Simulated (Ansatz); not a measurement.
Free-standing chains of the atoms of LiCl, named by their start (strip: triangular double chain, ladder: square double chain); atoms and period are relaxed, and energies count from relaxed bulk LiCl (Fm-3m, 16.70 Å³/atom, gap on the mesh 7.29 eV).

Level of theory: DFT r2SCAN, scalar-relativistic, plane waves, PAW (Ansatz).

Cutoff 500 eV, Gaussian smearing of 0.05 eV, energies at zero smearing, symmetry of each start kept, collinear spin where a moment is listed.

```json
{"start": "linear chain", "atoms": "2", "k mesh": "1×1×14", "excess energy (eV per host atom)": "0.409", "period (Å)": "4.348", "gap on the mesh (eV)": "6.64", "highest filled level or Fermi level under vacuum (eV)": "7.42"}
{"start": "dimerised chain", "atoms": "2", "k mesh": "1×1×14", "excess energy (eV per host atom)": "0.409", "period (Å)": "4.345", "gap on the mesh (eV)": "6.65", "highest filled level or Fermi level under vacuum (eV)": "7.42"}
{"start": "zigzag chain", "atoms": "2", "k mesh": "1×1×16", "excess energy (eV per host atom)": "0.409", "period (Å)": "4.351", "gap on the mesh (eV)": "6.68", "highest filled level or Fermi level under vacuum (eV)": "7.42"}
{"start": "ladder chain", "atoms": "4", "k mesh": "1×1×14", "excess energy (eV per host atom)": "0.239", "period (Å)": "4.433", "gap on the mesh (eV)": "6.85", "highest filled level or Fermi level under vacuum (eV)": "-"}
{"start": "strip chain*", "atoms": "2", "k mesh": "1×1×26", "excess energy (eV per host atom)": "0.409", "period (Å)": "4.348", "gap on the mesh (eV)": "6.71", "highest filled level or Fermi level under vacuum (eV)": "7.42"}
```

Zero in every row: size of the moment (μB per cell).

* ends far from its start.

Each run keeps its start's symmetry and one magnetic start, so lower states can exist. Rows stand on unlike meshes and boxes, so starts that end alike can differ by a few hundredths of an eV per atom.

Cost: 5 runs of about 47 core-minutes in all, on Intel Xeon Platinum 8259CL (Skylake/Cascade Lake) (shared hosts).